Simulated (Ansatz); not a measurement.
Ansatz input file:

```yaml
crystal:
  lattice:
    - [3.683640343, 0.0, 0.0]
    - [-1.8418201715, 3.1901261154, 0.0]
    - [0.0, 0.0, 6.1953580534]
  atoms:
    - { symbol: Hf, position: [0.0, 0.0, 0.0] }
    - { symbol: S, position: [0.6666666667, 0.3333333333, 0.7664505459] }
    - { symbol: S, position: [0.3333333333, 0.6666666667, 0.2335494541] }
basis:
  ecutwfc: 500
kpoints:
  mp_grid: { grid: [12, 12, 6] }
hamiltonian:
  xc: r2scan
scf:
  occupations: { method: gaussian, width: 0.02 }
output:
  forces: true
  stress: true
  eigenvalues: true
relax:
  adjacent_minimum: "off"
  f_tol: 0.01
  max_steps: 30
  cell: { stress_tol: 0.1, fix: [volume] }
```

Command:
```bash
ansatz run input.yaml --threads 1 --pin off --max-ram 2560MiB --backend cpu --events-out ev --progress --plain --runs-dir out
```

The calculation used Ansatz, DFT r2SCAN, scalar-relativistic, plane waves, PAW.

Part of what the program printed, abridged:

```
Pseudopotentials: kind: paw
Pseudopotential: Hf, paw, valence charge 26, recommended cutoff 500 eV (meta_gga)
Pseudopotential: S, paw, valence charge 6, recommended cutoff 500 eV (meta_gga)
Functional definition: r2SCAN
Crystal: 3 atoms, lattice volume = 72.803 Å³
Basis set: ecut = 500 eV, 1859 PW (Γ), exchange–correlation on 108×108×192 points (64 copies of the dense FFT grid, shifted against one another)
Bands: 23, of which v1, the nominal top of the filled ones, is band 19 counted from 1 (18 counted from 0)
Symmetry: 12 space group operations
Space group: P-3m1 (ITA 164), of the structure as read, at distance tolerance 4.2e-5 Å
k-points: 100 of 864
Initial density: superposition of atomic densities (neutral atoms: chi_scale 0, normalization atom), corrected by the library's trained network
Initial wavefunctions: pseudopotential atomic-orbital guess
Functional: x = r2scan, c = r2scan; τ floored in thin density (d = 2e-4 eV/Å³)
SCF iter   1: F=—  HF=-17550.078348 eV  |F-HF|=—  |Δ(HF+E_count)|=         —  Δρ=6.19e-3  dr2=2.50e-2  dr2_τ=6.24e-2  ethr=1.77e-3  ⟨swp⟩=6.0  Hψ=10088  notcnv=0
SCF iter   2: F=—  HF=-17550.090002 eV  |F-HF|=—  |Δ(HF+E_count)|=   1.17e-2  Δρ=3.34e-3  dr2=1.17e-2  dr2_τ=7.87e-4  ethr=6.59e-5  ⟨swp⟩=2.0  Hψ=5400  notcnv=0
SCF iter   3: F=—  HF=-17550.089115 eV  |F-HF|=—  |Δ(HF+E_count)|=   8.87e-4  Δρ=2.10e-3  dr2=3.05e-3  dr2_τ=2.19e-4  ethr=3.08e-5  ⟨swp⟩=2.0  Hψ=4082  notcnv=0
SCF iter   4: F=—  HF=-17550.089452 eV  |F-HF|=—  |Δ(HF+E_count)|=   3.36e-4  Δρ=3.55e-4  dr2=1.12e-4  dr2_τ=7.52e-6  ethr=8.03e-6  ⟨swp⟩=2.6  Hψ=4404  notcnv=0
SCF iter   5: F=—  HF=-17550.089479 eV  |F-HF|=—  |Δ(HF+E_count)|=   2.70e-5  Δρ=9.51e-5  dr2=9.74e-6  dr2_τ=4.18e-7  ethr=2.94e-7  ⟨swp⟩=2.3  Hψ=3554  notcnv=0
SCF iter   6: F=—  HF=-17550.089492 eV  |F-HF|=—  |Δ(HF+E_count)|=   1.36e-5  Δρ=2.15e-5  dr2=3.41e-7  dr2_τ=4.79e-8  ethr=2.56e-8  ⟨swp⟩=2.1  Hψ=3522  notcnv=0
SCF iter   7: F=-17550.089492 eV  HF=-17550.089492 eV  |F-HF|=1.37e-8  |Δ(HF+E_count)|=   2.83e-7  Δρ=5.22e-6  dr2=3.18e-8  dr2_τ=1.84e-9  ethr=2.63e-10  ⟨swp⟩=6.0  Hψ=10546  notcnv=0
SCF 1 converged in 7 iterations: F = -17550.089492 eV  dr2 = 3.18e-8
relax step   1: F+E_penalty+E_count = -17550.08949233 eV  Δ(F+E_penalty+E_count) = +0.000e0 eV  max|allowed force component| = 3.565e-1 eV/Å  Δτ_max = 0.0000 Å  P = -2.699 GPa  Ω = 72.803 Å³  fix = [volume]  reactions: volume -2.699 GPa (7 SCF iters, dr2 threshold 1.00e-7 eV, accepted)
Initial density: handed on by an earlier stage of this run
Initial wavefunctions: those handed on with the density
SCF iter   1: F=—  HF=-17550.032580 eV  |F-HF|=—  |Δ(HF+E_count)|=         —  Δρ=3.23e-3  dr2=1.15e-2  dr2_τ=4.78e-2  ethr=2.67e-5  ⟨swp⟩=1.7  Hψ=13956  notcnv=0
SCF iter   2: F=—  HF=-17550.085200 eV  |F-HF|=—  |Δ(HF+E_count)|=   5.26e-2  Δρ=1.50e-3  dr2=1.52e-3  dr2_τ=1.52e-4  ethr=2.67e-5  ⟨swp⟩=3.0  Hψ=4401  notcnv=0
SCF iter   3: F=—  HF=-17550.085168 eV  |F-HF|=—  |Δ(HF+E_count)|=   3.24e-5  Δρ=6.68e-4  dr2=4.00e-4  dr2_τ=2.96e-5  ethr=3.99e-6  ⟨swp⟩=2.0  Hψ=4007  notcnv=0
SCF iter   4: F=—  HF=-17550.085128 eV  |F-HF|=—  |Δ(HF+E_count)|=   3.96e-5  Δρ=2.36e-4  dr2=5.74e-5  dr2_τ=2.87e-6  ethr=1.05e-6  ⟨swp⟩=2.0  Hψ=3874  notcnv=0
SCF iter   5: F=—  HF=-17550.085128 eV  |F-HF|=—  |Δ(HF+E_count)|=   3.88e-7  Δρ=1.12e-4  dr2=1.06e-5  dr2_τ=3.47e-7  ethr=1.51e-7  ⟨swp⟩=2.0  Hψ=3762  notcnv=0
SCF iter   6: F=—  HF=-17550.085135 eV  |F-HF|=—  |Δ(HF+E_count)|=   6.73e-6  Δρ=1.76e-5  dr2=4.15e-7  dr2_τ=1.62e-8  ethr=2.78e-8  ⟨swp⟩=2.0  Hψ=3287  notcnv=0
SCF iter   7: F=-17550.085135 eV  HF=-17550.085135 eV  |F-HF|=5.11e-9  |Δ(HF+E_count)|=   4.37e-7  Δρ=6.41e-6  dr2=5.66e-8  dr2_τ=1.34e-9  ethr=7.89e-10  ⟨swp⟩=5.1  Hψ=9827  notcnv=0
SCF 2 converged in 7 iterations: F = -17550.085135 eV  dr2 = 5.66e-8
relax step   2: F+E_penalty+E_count = -17550.08513516 eV  Δ(F+E_penalty+E_count) = +4.357e-3 eV  max|allowed force component| = 5.036e-1 eV/Å  Δτ_max = 0.0760 Å  P = +1.730 GPa  Ω = 72.803 Å³  energy of the carried Pulay correction = -3.451e-18 eV  fix = [volume]  (7 SCF iters, dr2 threshold 3.00e-7 eV, rejected (line search))
SCF iter   1: F=—  HF=-17550.111033 eV  |F-HF|=—  |Δ(HF+E_count)|=         —  Δρ=1.81e-3  dr2=2.97e-3  dr2_τ=1.56e-2  ethr=8.06e-6  ⟨swp⟩=2.7  Hψ=13550  notcnv=0
SCF iter   2: F=—  HF=-17550.104210 eV  |F-HF|=—  |Δ(HF+E_count)|=   6.82e-3  Δρ=8.94e-4  dr2=5.66e-4  dr2_τ=3.08e-5  ethr=7.81e-6  ⟨swp⟩=2.0  Hψ=4200  notcnv=0
SCF iter   3: F=—  HF=-17550.104216 eV  |F-HF|=—  |Δ(HF+E_count)|=   6.78e-6  Δρ=3.68e-4  dr2=1.34e-4  dr2_τ=1.33e-5  ethr=1.49e-6  ⟨swp⟩=2.0  Hψ=3747  notcnv=0
SCF iter   4: F=—  HF=-17550.104195 eV  |F-HF|=—  |Δ(HF+E_count)|=   2.17e-5  Δρ=1.34e-4  dr2=1.81e-5  dr2_τ=9.59e-7  ethr=3.53e-7  ⟨swp⟩=2.0  Hψ=3944  notcnv=0
SCF iter   5: F=—  HF=-17550.104199 eV  |F-HF|=—  |Δ(HF+E_count)|=   4.61e-6  Δρ=6.72e-5  dr2=3.86e-6  dr2_τ=9.44e-8  ethr=4.76e-8  ⟨swp⟩=2.0  Hψ=3787  notcnv=0
SCF iter   6: F=—  HF=-17550.104202 eV  |F-HF|=—  |Δ(HF+E_count)|=   2.27e-6  Δρ=1.20e-5  dr2=1.07e-7  dr2_τ=7.15e-9  ethr=1.02e-8  ⟨swp⟩=2.3  Hψ=3894  notcnv=0
SCF iter   7: F=—  HF=-17550.104202 eV  |F-HF|=—  |Δ(HF+E_count)|=   2.92e-7  Δρ=4.46e-6  dr2=1.95e-8  dr2_τ=5.29e-10  ethr=2.81e-10  ⟨swp⟩=2.0  Hψ=3887  notcnv=0
SCF iter   8: F=—  HF=-17550.104202 eV  |F-HF|=—  |Δ(HF+E_count)|=   1.94e-8  Δρ=8.04e-7  dr2=6.38e-10  dr2_τ=3.00e-11  ethr=5.14e-11  ⟨swp⟩=2.0  Hψ=4085  notcnv=0
SCF iter   9: F=-17550.104202 eV  HF=-17550.104202 eV  |F-HF|=7.28e-12  |Δ(HF+E_count)|=  6.95e-10  Δρ=1.81e-7  dr2=3.32e-11  dr2_τ=1.14e-12  ethr=1.00e-12  ⟨swp⟩=5.0  Hψ=9130  notcnv=0
SCF 3 converged in 9 iterations: F = -17550.104202 eV  dr2 = 3.32e-11
relax step   3: F+E_penalty+E_count = -17550.10420202 eV  Δ(F+E_penalty+E_count) = -1.471e-2 eV  max|allowed force component| = 4.435e-2 eV/Å  Δτ_max = 0.0311 Å  P = -0.890 GPa  Ω = 72.803 Å³  energy of the carried Pulay correction = +2.301e-18 eV  fix = [volume]  reactions: volume -0.890 GPa (9 SCF iters, accepted)
Basis set: ecut = 500 eV, 1847 PW (Γ), exchange–correlation on 108×108×192 points (64 copies of the dense FFT grid, shifted against one another)
SCF iter   1: F=—  HF=-17550.103642 eV  |F-HF|=—  |Δ(HF+E_count)|=         —  Δρ=7.23e-4  dr2=6.71e-4  dr2_τ=1.80e-3  ethr=2.15e-6  ⟨swp⟩=2.9  Hψ=13759  notcnv=0
SCF iter   2: F=—  HF=-17550.105388 eV  |F-HF|=—  |Δ(HF+E_count)|=   1.75e-3  Δρ=3.09e-4  dr2=4.82e-5  dr2_τ=1.08e-5  ethr=1.76e-6  ⟨swp⟩=2.0  Hψ=4487  notcnv=0
SCF iter   3: F=—  HF=-17550.105400 eV  |F-HF|=—  |Δ(HF+E_count)|=   1.27e-5  Δρ=1.40e-4  dr2=9.60e-6  dr2_τ=9.94e-7  ethr=1.27e-7  ⟨swp⟩=2.0  Hψ=3728  notcnv=0
SCF iter   4: F=—  HF=-17550.105404 eV  |F-HF|=—  |Δ(HF+E_count)|=   3.91e-6  Δρ=6.10e-5  dr2=1.63e-6  dr2_τ=1.26e-7  ethr=2.53e-8  ⟨swp⟩=2.0  Hψ=3956  notcnv=0
SCF iter   5: F=-17550.105406 eV  HF=-17550.105406 eV  |F-HF|=5.59e-8  |Δ(HF+E_count)|=   1.53e-6  Δρ=1.28e-5  dr2=1.37e-7  dr2_τ=7.16e-9  ethr=7.89e-10  ⟨swp⟩=6.0  Hψ=11148  notcnv=0
SCF 4 converged in 5 iterations: F = -17550.105406 eV  dr2 = 1.37e-7
relax step   4: F+E_penalty+E_count = -17550.10540593 eV  Δ(F+E_penalty+E_count) = -1.204e-3 eV  max|allowed force component| = 5.275e-3 eV/Å  Δτ_max = 0.0081 Å  P = -0.311 GPa  Ω = 72.803 Å³  energy of the carried Pulay correction = -1.150e-18 eV  fix = [volume]  reactions: volume -0.311 GPa (5 SCF iters, dr2 threshold 3.00e-7 eV, accepted)
Initial wavefunctions: pseudopotential atomic-orbital guess (no wavefunctions were taken with the density)
SCF iter   1: F=—  HF=-17550.105415 eV  |F-HF|=—  |Δ(HF+E_count)|=         —  Δρ=1.81e-5  dr2=1.62e-7  dr2_τ=4.58e-8  ethr=2.70e-7  ⟨swp⟩=3.3  Hψ=16529  notcnv=0
SCF iter   2: F=—  HF=-17550.105418 eV  |F-HF|=—  |Δ(HF+E_count)|=   3.37e-6  Δρ=1.05e-5  dr2=5.47e-8  dr2_τ=6.10e-9  ethr=4.27e-10  ⟨swp⟩=2.5  Hψ=4237  notcnv=0
SCF iter   3: F=—  HF=-17550.105418 eV  |F-HF|=—  |Δ(HF+E_count)|=   7.85e-8  Δρ=2.01e-6  dr2=4.24e-9  dr2_τ=2.35e-10  ethr=1.44e-10  ⟨swp⟩=2.0  Hψ=3996  notcnv=0
SCF iter   4: F=—  HF=-17550.105418 eV  |F-HF|=—  |Δ(HF+E_count)|=   2.90e-9  Δρ=6.45e-7  dr2=2.44e-10  dr2_τ=4.10e-11  ethr=1.12e-11  ⟨swp⟩=2.5  Hψ=3982  notcnv=0
SCF iter   5: F=-17550.105418 eV  HF=-17550.105418 eV  |F-HF|=1.20e-10  |Δ(HF+E_count)|=  2.04e-10  Δρ=2.25e-7  dr2=7.14e-11  dr2_τ=1.28e-11  ethr=1.00e-12  ⟨swp⟩=5.1  Hψ=9797  notcnv=0
SCF 5 converged in 5 iterations: F = -17550.105418 eV  dr2 = 7.14e-11
SCF converged after 5 iterations
Free energy (F): -17550.105418 eV
Harris-Foulkes:  -17550.105418 eV  (|F-HF|=1.20e-10)
Internal energy: -17550.105418 eV  (E = F + TS)
E sigma→0 (E₀):  -17550.105418 eV
Fermi energy:    8.228940 eV
--- Per-component energies (eV) ---
  E_band       = -281.179299
  E_kinetic    = 633.372392
  E_local      = -8804.951961  (includes V_loc(G=0)·N_el)
  E_nonlocal   = -1191.716022
  E_hartree    = 4063.322758
  E_xc         = -466.625021
  E_vxc        = -481.649610  (∫ρ·V_xc dr)
  E_paw        = -8169.934350  (= ΣΔE_a)
  E_vpaw       = 1413.939482  (= ΣTr[D̂ρ^β])
  E_aug_tail   = 0.000001  (compensation charges beyond the density's cutoff)
  E_vtau       = 23.180075  (kinetic-family band-sum trace: ∫τ·v_τ [+ j·A + Jᵃ·Aᵃ] dr)
  E_ewald      = -3613.675203
  E_core_change = 0.101988  (= ΣΔE_core)
  E_smearing   =  0.000000  (= −TS)
--- Forces (eV/Å), atoms counted from 1 ---
  atom   1  Hf     0.00000000     0.00000000     0.00000000
  atom   2  S      0.00000000     0.00000000    -0.00521038
  atom   3  S      0.00000000     0.00000000     0.00521038
--- Stress (GPa, compression-positive) ---
       -0.320278       0.000000       0.000000
        0.000000      -0.320278       0.000000
        0.000000       0.000000      -0.293392
  P = ⅓ Tr σ = -0.3113 GPa (-3.113 kbar)
--- Band table (eV; the first three rows and the last of 100) ---
  k-point 0: bands = ["-56.2351", "-24.2404", "-24.1293", "-24.1293", "-5.9794", "-4.9234", "-4.6584", "-4.6476", "-4.6476", "-4.6357", "-4.6357", "-4.6209", "-4.0978", "3.0328", "4.6468", "4.6468", "7.2654", "7.4244", "7.4244", "9.8351", "9.8351", "10.5889", "13.4545"]
  k-point 1: bands = ["-56.2351", "-24.2404", "-24.1293", "-24.1293", "-5.9559", "-4.9351", "-4.6584", "-4.6476", "-4.6476", "-4.6357", "-4.6357", "-4.6209", "-4.1297", "3.1755", "4.6507", "4.6507", "6.9621", "7.4107", "7.4107", "9.8305", "9.8305", "10.6888", "13.5044"]
  k-point 2: bands = ["-56.2351", "-24.2405", "-24.1293", "-24.1293", "-5.9048", "-4.9631", "-4.6584", "-4.6476", "-4.6476", "-4.6357", "-4.6357", "-4.6209", "-4.1920", "3.5147", "4.6586", "4.6586", "6.3588", "7.3834", "7.3834", "9.8212", "9.8212", "10.8249", "13.6082"]
  k-point 99: bands = ["-56.2281", "-24.2582", "-24.2582", "-24.1976", "-4.8121", "-4.8121", "-4.6483", "-4.6462", "-4.6432", "-4.6432", "-4.6311", "-4.2783", "-4.2783", "3.7309", "3.8848", "3.8848", "5.4892", "5.6626", "5.6626", "10.6214", "11.3535", "11.3535", "13.9407"]
--- Relaxed structure (4 steps of the walk, 3 accepted, 1 SCFs on fresh bases) ---
  F+E_penalty+E_count = -17550.10541829 eV   max|allowed force component| = 5.210e-3 eV/Å   (the final SCF, on the basis selected at the relaxed cell)
  cell:  # Å, volume = 72.8034 Å³
    - [3.65376995, 0.0, 0.0]
    - [-1.82688497, 3.16425760, 0.0]
    - [0.0, 0.0, 6.29706899]
  atoms:
    - { symbol: Hf, position: [0.0, 0.0, 0.0] }
    - { symbol: S, position: [0.66666666, 0.33333333, 0.77276724] }
    - { symbol: S, position: [0.33333333, 0.66666666, 0.22723275] }
```

The relaxation met its thresholds.

Time: 100 s on 1 thread of Arm Neoverse V1, on a shared host, peak memory 0.62 GiB.

Spin–orbit coupling is left out, which can shift energies with elements as heavy as these. The cell holds layers, and r2SCAN describes their binding at middle range but leaves out its long-range dispersion part.